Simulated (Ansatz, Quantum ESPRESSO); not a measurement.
# Band edges of black arsenene, 1 layer under strain, part 2 of 2

How do the band edges of black arsenene, 1 layer move against the vacuum when the sheet is stretched?

Quantum ESPRESSO 7.5; plane-wave DFT, PBE, GBRV ultrasoft pseudopotentials; geometry by Ansatz 0.2.0 with PAW datasets.

So far: Set-up; Relaxation with Ansatz.

**3. The script**

Under ESM bc1 levels count from the vacuum, or from the mean of the two vacuum levels where the sheet has a dipole, so band edges at unlike strains can be compared.

Level of this step: plane-wave DFT, PBE, GBRV ultrasoft pseudopotentials (Quantum ESPRESSO 7.5).

Contents of run.py:

```python
import json
import numpy as np
from ase import Atoms
from ase.calculators.espresso import Espresso, EspressoProfile

profile = EspressoProfile(command='mpirun -n 4 pw.x -nk 4', pseudo_dir='../pseudo')
pseudopotentials = {'As': 'as_pbe_v1.uspp.F.UPF'}
system = {'ecutwfc': 40, 'ecutrho': 200, 'occupations': 'smearing', 'smearing': 'fd', 'degauss': 0.002}


def calculator(name, kpts, **extra):
    data = dict(control=dict(tprnfor=True, verbosity='high', disk_io='none'),
                system=system | extra,
                electrons=dict(conv_thr=1e-09, mixing_beta=0.4, mixing_mode='plain',
                               electron_maxstep=100))
    return Espresso(profile=profile, directory=name, pseudopotentials=pseudopotentials, kpts=kpts, input_data=data)


def centre(atoms):
    z = atoms.positions[:, 2]
    atoms.positions[:, 2] -= (z.max() + z.min()) / 2  # ESM wants the slab about z = 0
    return atoms

sheet = Atoms(
    ['As', 'As', 'As', 'As'],
    scaled_positions=[
        [0.0717664566, 0.0000000000, 0.4315115456],
        [0.4282984199, 0.5000000000, 0.4315161337],
        [0.9282336034, 0.0000000000, 0.5684884433],
        [0.5717015200, 0.5000000000, 0.5684838774]],
    cell=[
        [4.761955109269, 0.000000000000, 0.000000000000],
        [0.000000000000, 3.682718134029, 0.000000000000],
        [0.000000000000, 0.000000000000, 17.480000000000]],
    pbc=True)

rows = []
for strain in [-0.03, -0.015, 0.0, 0.015, 0.03]:
    atoms = sheet.copy()
    atoms.set_cell(sheet.cell.array * [[1 + strain], [1 + strain], [1]], scale_atoms=True)
    atoms = centre(atoms)
    atoms.calc = calculator(f's{strain:+.3f}', (8, 12, 1), assume_isolated='esm', esm_bc='bc1', nbnd=14)
    energy = atoms.get_potential_energy()
    levels = np.array([atoms.calc.get_eigenvalues(kpt=i) for i in range(len(atoms.calc.get_ibz_k_points()))])
    top, bottom = levels[:, 9].max(), levels[:, 10].min()
    direct = (levels[:, 10] - levels[:, 9]).min()
    rows.append([strain, energy, top, bottom, direct])
    print(f'strain {strain:+.3f}: E = {energy:.5f} eV, valence top {top:.3f}, conduction bottom {bottom:.3f}, '
          f'gap {bottom - top:.3f}, least direct gap {direct:.3f} eV')

x, energy, top, bottom, direct = np.array(rows).T
area = np.linalg.norm(np.cross(*sheet.cell[:2]))
stiffness = np.polyfit(x, energy, 2)[0] / area * 16.0218  # C11 + C12, heights clamped
print(f'valence and conduction edges move by {np.polyfit(x, top, 1)[0]:.2f} and {np.polyfit(x, bottom, 1)[0]:.2f} eV per unit biaxial strain')
print(f'C11 + C12 with clamped heights: {stiffness:.1f} N/m')
json.dump(dict(rows=rows, stiffness=stiffness), open('result.json', 'w'))
```

The run is started by

```
$ OMP_NUM_THREADS=1 python run.py
```

Log:

```text
strain -0.030: E = -2191.42324 eV, valence top -4.366, conduction bottom -4.019, gap 0.348, least direct gap 0.453 eV
strain -0.015: E = -2191.51354 eV, valence top -4.502, conduction bottom -3.910, gap 0.591, least direct gap 0.689 eV
strain +0.000: E = -2191.54734 eV, valence top -4.627, conduction bottom -3.809, gap 0.818, least direct gap 0.911 eV
strain +0.015: E = -2191.53256 eV, valence top -4.742, conduction bottom -3.833, gap 0.910, least direct gap 0.910 eV
strain +0.030: E = -2191.47614 eV, valence top -4.848, conduction bottom -3.947, gap 0.901, least direct gap 0.901 eV
valence and conduction edges move by -8.04 and 1.47 eV per unit biaxial strain
C11 + C12 with clamped heights: 99.2 N/m
```

Wall time 7.5 min (4 MPI ranks of Arm Neoverse N1, shared host); peak memory 0.84 GiB.

The input that ASE wrote for the first run, and its log:

```
&CONTROL
   verbosity        = 'high'
   tprnfor          = .true.
   disk_io          = 'none'
   pseudo_dir       = '../pseudo'
/
&SYSTEM
   nbnd             = 14
   ecutwfc          = 40
   ecutrho          = 200
   occupations      = 'smearing'
   degauss          = 0.002
   smearing         = 'fd'
   assume_isolated  = 'esm'
   esm_bc           = 'bc1'
   ntyp             = 1
   nat              = 4
   ibrav            = 0
/
&ELECTRONS
   electron_maxstep = 100
   conv_thr         = 1e-09
   mixing_mode      = 'plain'
   mixing_beta      = 0.4
/
&IONS
/
&CELL
/
&FCP
/
&RISM
/
ATOMIC_SPECIES
As 74.921595 as_pbe_v1.uspp.F.UPF

K_POINTS automatic
8 12 1  0 0 0

CELL_PARAMETERS angstrom
4.61909645599093 0.00000000000000 0.00000000000000
0.00000000000000 3.57223659000813 0.00000000000000
0.00000000000000 0.00000000000000 17.48000000000000

ATOMIC_POSITIONS angstrom
As 0.3314961853 0.0000000000 -1.1971780859  
As 1.9783517135 1.7861182950 -1.1970978859  
As 4.2876005478 0.0000000000 1.1971780859  
As 2.6407444649 1.7861182950 1.1970982740
```

```text
Program PWSCF v.7.5 starts
[citation notice left out]

     Parallel version (MPI & OpenMP), running on       4 processor cores
     Number of MPI processes:                 4
     Threads/MPI process:                     1

     MPI processes distributed on     1 nodes
[... 1 line left out ...]

Warning: card &CELL ignored
Warning: card &FCP ignored
Warning: card &RISM ignored

     Current dimensions of program PWSCF are:
     Max number of different atomic species (ntypx) = 10
     Max number of k-points (npk) =  40000
     Max angular momentum in pseudopotentials (lmaxx) =  4
     Message from routine setup:
     using ibrav=0 with symmetry is DISCOURAGED, use correct ibrav instead

     K-points division:     npool     =       4
     Subspace diagonalization in iterative solution of the eigenvalue problem:
     a serial algorithm will be used

     G-vector sticks info
     --------------------
     sticks:   dense  smooth     PW     G-vecs:    dense   smooth      PW
     Sum         941     757    229                92985    66601   10949

     Using Slab Decomposition

     bravais-lattice index     =            0
     lattice parameter (alat)  =       8.7288  a.u.
     unit-cell volume          =    1946.4142 (a.u.)^3
     number of atoms/cell      =            4
     number of atomic types    =            1
     number of electrons       =        20.00
     number of Kohn-Sham states=           14
     kinetic-energy cutoff     =      40.0000  Ry
     charge density cutoff     =     200.0000  Ry
     scf convergence threshold =      1.0E-09
     mixing beta               =       0.4000
     number of iterations used =            8  plain     mixing
     Exchange-correlation= SLA  PW   PBE  PBE
                           (   1   4   3   4   0   0   0)

     Effective Screening Medium Method
     =================================
     Boundary Conditions: Vacuum-Slab-Vacuum
     total charge in unit cell        =   0.0000
     grid points for fit at edges     =        4

[... 10 lines left out ...]
     PseudoPot. # 1 for As read from file:
     ../pseudo/as_pbe_v1.uspp.F.UPF
     Pseudo is Ultrasoft + core correction, Zval =  5.0
     Generated by new atomic code, or converted to UPF format
     Using radial grid of  875 points,  6 beta functions with:
                l(1) =   0
                l(2) =   0
                l(3) =   1
                l(4) =   1
                l(5) =   2
                l(6) =   2
     Q(r) pseudized with  8 coefficients,  rinner =    1.300   1.300   1.300
                                                       1.300   1.300

     atomic species   valence    mass     pseudopotential
     As                5.00    74.92159     As( 1.00)

      4 Sym. Ops., with inversion, found

                                    s                        frac. trans.

      isym =  1     identity

 cryst.   s( 1) = (     1          0          0      )
[... 591 lines left out ...]
     estimated scf accuracy    <          5.1E-10 Ry
     smearing contrib. (-TS)   =      -0.00000163 Ry
     internal energy E=F+TS    =    -161.06664967 Ry

     The total energy is F=E-TS. E is the sum of the following terms:
     one-electron contribution =     259.51357721 Ry
     hartree contribution      =    -127.68586923 Ry
     xc contribution           =    -126.18601976 Ry
     ewald contribution        =    -166.70833789 Ry

     convergence has been achieved in  13 iterations

     negative rho (up, down):  3.614E-04 0.000E+00

     Forces acting on atoms (cartesian axes, Ry/au):

     atom    1 type  1   force =    -0.02572333    0.00000000   -0.00627816
     atom    2 type  1   force =     0.02568239    0.00000000   -0.00632363
     atom    3 type  1   force =     0.02572333    0.00000000    0.00627816
     atom    4 type  1   force =    -0.02568239    0.00000000    0.00632363
     The non-local contrib.  to forces
     atom    1 type  1   force =    -0.31624226    0.00000000   -0.37429133
     atom    2 type  1   force =     0.31632836    0.00000000   -0.37414320
     atom    3 type  1   force =     0.31624226    0.00000000    0.37429133
     atom    4 type  1   force =    -0.31632836    0.00000000    0.37414320
     The ionic contribution  to forces
     atom    1 type  1   force =    -1.10306084   -0.00000000  -10.67966759
     atom    2 type  1   force =     1.10291998    0.00000000  -10.67956169
     atom    3 type  1   force =     1.10305950   -0.00000000   10.67966591
     atom    4 type  1   force =    -1.10291863    0.00000000   10.67956337
     The local contribution  to forces
     atom    1 type  1   force =     1.42642379   -0.00000000   11.08712739
     atom    2 type  1   force =    -1.42641756    0.00000000   11.08680823
     atom    3 type  1   force =    -1.42642848   -0.00000000  -11.08712538
     atom    4 type  1   force =     1.42642266    0.00000000  -11.08681591
     The core correction contribution to forces
     atom    1 type  1   force =    -0.03284753    0.00000000   -0.03946729
     atom    2 type  1   force =     0.03285654   -0.00000000   -0.03945011
     atom    3 type  1   force =     0.03284761    0.00000000    0.03946730
     atom    4 type  1   force =    -0.03285663   -0.00000000    0.03945024
     The Hubbard contrib.    to forces
     atom    1 type  1   force =     0.00000000    0.00000000    0.00000000
     atom    2 type  1   force =     0.00000000    0.00000000    0.00000000
     atom    3 type  1   force =     0.00000000    0.00000000    0.00000000
     atom    4 type  1   force =     0.00000000    0.00000000    0.00000000
     The SCF correction term to forces
     atom    1 type  1   force =     0.00000054   -0.00000000    0.00002083
     atom    2 type  1   force =    -0.00000175    0.00000000    0.00002020
     atom    3 type  1   force =    -0.00000054   -0.00000000   -0.00002083
     atom    4 type  1   force =     0.00000175   -0.00000000   -0.00002020

     Total force =     0.052928     Total SCF correction =     0.000041
     Message from routine punch:
     Nothing written, as per user request (disk_io='none')

[... 1 line left out ...]

[... 1 line left out ...]

[... 1 line left out ...]

[... 3 lines left out ...]

[... 1 line left out ...]

[... 2 lines left out ...]

[... 1 line left out ...]

[... 1 line left out ...]

=------------------------------------------------------------------------------=
   JOB DONE.
=------------------------------------------------------------------------------=
```

Numbers from this step:

- biaxial stiffness: 99.20 N/m

The band edge from the vacuum level by biaxial strain:

```tsv
biaxial strain (%)	valence top (eV)	conduction bottom (eV)
-3.00	-4.37	-4.02
-1.50	-4.50	-3.91
0.00	-4.63	-3.81
1.50	-4.74	-3.83
3.00	-4.85	-3.95
```

Gap against biaxial strain:

```tsv
biaxial strain (%)	on the mesh (eV)	least direct (eV)
-3.00	0.348	0.453
-1.50	0.591	0.689
0.00	0.818	0.911
1.50	0.910	0.910
3.00	0.901	0.901
```

Energy over the lowest against biaxial strain:

```tsv
biaxial strain (%)	energy over the lowest (meV)
-3.00	124
-1.50	33.8
0.00	0
1.50	14.8
3.00	71.2
```

**4. The script: PBE, SG15 norm-conserving**

Level of this step: plane-wave DFT, PBE, SG15 norm-conserving pseudopotentials (Quantum ESPRESSO 7.5).

run.py, as its differences from the input of step 3:

```diff
@@ -6,4 +6,4 @@
 profile = EspressoProfile(command='mpirun -n 4 pw.x -nk 4', pseudo_dir='../pseudo')
-pseudopotentials = {'As': 'as_pbe_v1.uspp.F.UPF'}
-system = {'ecutwfc': 40, 'ecutrho': 200, 'occupations': 'smearing', 'smearing': 'fd', 'degauss': 0.002}
+pseudopotentials = {'As': 'As_ONCV_PBE-1.2.upf'}
+system = {'ecutwfc': 60, 'ecutrho': 240, 'occupations': 'smearing', 'smearing': 'fd', 'degauss': 0.002}
```

The run is started by

```
$ OMP_NUM_THREADS=1 python run.py
```

Log:

```text
strain -0.030: E = -689.83964 eV, valence top -4.363, conduction bottom -4.011, gap 0.352, least direct gap 0.461 eV
strain -0.015: E = -689.92490 eV, valence top -4.497, conduction bottom -3.904, gap 0.594, least direct gap 0.695 eV
strain +0.000: E = -689.95508 eV, valence top -4.622, conduction bottom -3.803, gap 0.819, least direct gap 0.917 eV
strain +0.015: E = -689.93773 eV, valence top -4.736, conduction bottom -3.816, gap 0.920, least direct gap 0.920 eV
strain +0.030: E = -689.87955 eV, valence top -4.842, conduction bottom -3.932, gap 0.910, least direct gap 0.910 eV
valence and conduction edges move by -7.97 and 1.65 eV per unit biaxial strain
C11 + C12 with clamped heights: 97.0 N/m
```

Run time: 26 min. Hardware: 4 MPI ranks; peak memory 0.85 GiB.

Read from the output:

```
biaxial stiffness : 96.99 N/m
```

Table of band edge from the vacuum level by biaxial strain:

```tsv
biaxial strain (%)	valence top (eV)	conduction bottom (eV)
-3.00	-4.36	-4.01
-1.50	-4.50	-3.90
0.00	-4.62	-3.80
1.50	-4.74	-3.82
3.00	-4.84	-3.93
```

The gap by biaxial strain:

```tsv
biaxial strain (%)	on the mesh (eV)	least direct (eV)
-3.00	0.352	0.461
-1.50	0.594	0.695
0.00	0.819	0.917
1.50	0.920	0.920
3.00	0.910	0.910
```

Energy over the lowest against biaxial strain:

```tsv
biaxial strain (%)	energy over the lowest (meV)
-3.00	115
-1.50	30.2
0.00	0
1.50	17.3
3.00	75.5
```

**5. By hand**

Under equal strain ε in the plane, E = A ((C11 + C22)/2 + C12) ε². From the points at ±1.5 %: d²E/dε² = (33.80 + 14.77 − 2 × 0.00) meV / 0.015² = 216 eV, and 216/(2 × 17.537 Å²) × 16.02 = 99 N/m.

**6. Summary of results**

| Item | Value |
| --- | --- |
| (C11 + C22)/2 + C12, heights clamped, PBE, GBRV ultrasoft | 99 N/m |
| gap on the mesh at zero strain, PBE, GBRV ultrasoft | 0.82 eV |
| valence top below the vacuum at zero strain, PBE, GBRV ultrasoft | 4.63 eV |
| shift of the valence top per unit biaxial strain, PBE, GBRV ultrasoft | -8.0 eV |
| (C11 + C22)/2 + C12, heights clamped, PBE, SG15 norm-conserving | 97 N/m |
| gap on the mesh at zero strain, PBE, SG15 norm-conserving | 0.82 eV |
| valence top below the vacuum at zero strain, PBE, SG15 norm-conserving | 4.62 eV |
| shift of the valence top per unit biaxial strain, PBE, SG15 norm-conserving | -8.0 eV |

In words: The sheet's biaxial stiffness comes to 99 N/m and its gap at zero strain to 0.82 eV (PBE, GBRV ultrasoft). From −3 % to +3 % the gap on the mesh goes from 0.35 to 0.90 eV; it is direct at some strains and indirect at others. The conduction bottom bends along the series, so the script's straight-line slope describes it poorly. Heights are clamped under strain, which makes a sheet with several atomic planes too stiff. Semilocal gaps are too small. Spin-orbit coupling is left out; depending on the atoms that carry the levels of interest, it can split and shift them by tens to hundreds of meV.

[Logs are printed without paths, hosts, clocks, repeated set-up lines and the standing remarks that a program may print on its own settings, such as how far it seeks lower states.]

[Hosts, paths, dates, database ids (printed as entryN), source tags and the programs' standing remarks are cut or masked in the printed files.]

[Maps of the electrostatic potential energy from Ansatz leave out the sawtooth potential of an applied field or a dipole correction, so their vacuum need not be flat; planar profiles and work functions include it.]
